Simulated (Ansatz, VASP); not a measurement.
# CsSnI3: VASP beside Ansatz

```xyz
5
Lattice="6.2468 0.0000 0.0000 0.0000 6.2468 0.0000 0.0000 0.0000 6.2468" Properties=species:S:1:pos:R:3 pbc="T T T"
Cs    0.0000    0.0000    0.0000
I     3.1234    3.1234    0.0000
I     3.1234    0.0000    3.1234
I     0.0000    3.1234    3.1234
Sn    3.1234    3.1234    3.1234
```

Change from the starting cell: volume scaled by 1.02.

Alike in both runs: task single point; functional PBEsol; k mesh 5 × 5 × 5; occupations fermi-dirac, width 0.05 eV; no spin polarisation.

```csv
,VASP,Ansatz
version,VASP 6.6.1,Ansatz 0.2.0
potentials or method,"VASP PAW PBE potentials, release 64 (Cs_sv, I, Sn_d), cutoff 520 eV","all-electron LAPW, scalar-relativistic"
```

```tsv
	VASP	Ansatz	Ansatz less VASP
gap on the k mesh at the Fermi level (eV)	1.74	1.74	+0.003
least direct gap on the mesh (eV)	1.74	1.74	+0.003
pressure (GPa)	-1.0	-1.0	0.00
```

Ansatz ran all-electron here, so the differences hold the error of VASP's frozen core and of both bases.

Caveats: spin-orbit coupling is left out, which moves the levels of the heavy elements; an odd mesh through Γ misses points on the zone boundary, where band edges often lie; the PAW data sets were made with another functional, which shifts forces and pressure a little (VASP).
